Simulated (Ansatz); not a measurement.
A run of Ansatz 0.2.0 is set up as follows.

The input input.yaml:

```yaml
crystal:
  lattice:
    - [2.823896, -0.007087, 0.004059]
    - [-0.007087, 2.813157, 0.064131]
    - [0.004059, 0.064131, 2.822654]
  atoms:
    - { symbol: Co, position: [0.5, 0.5, 0.5], spin: 1.0 }
    - { symbol: Al, position: [0.0, 0.0, 0.0] }
kpoints:
  mp_grid: { grid: [9, 9, 9] }
scf:
  occupations: { method: gaussian, width: 0.01 }
hamiltonian:
  xc: lda
  pseudopotentials: { kind: all_electron, lapw: { basis_error: 0.001 } }
  hubbard:
    sites: [{ species: Co, l: d, u_eff: 4.5 }]
    double_counting: fll
    projectors: ortho-atomic
magnetization:
  spin_polarized: true
  initial_magnetization: 1.0
  spin_locking: { lock_magnetization: hard }
output:
  forces: true
  stress: true
  eigenvalues: true
  dos: { projected: false, de: 0.2, e_range: [-20, 8] }
```

Potentials or basis: all-electron LAPW, scalar-relativistic.

Run with:

```sh
$ ansatz run input.yaml --threads 2 --pin off --max-ram 6144MiB --backend cpu --events-out ev --progress --plain --runs-dir out
```

(1) Estimate the pressure.

Answers

(1) 4.1 GPa.

Caveat: the magnetic state may not be the lowest; the total moment is fixed, so each spin has its own Fermi level; the U is typed as a test and isn't derived for this compound.
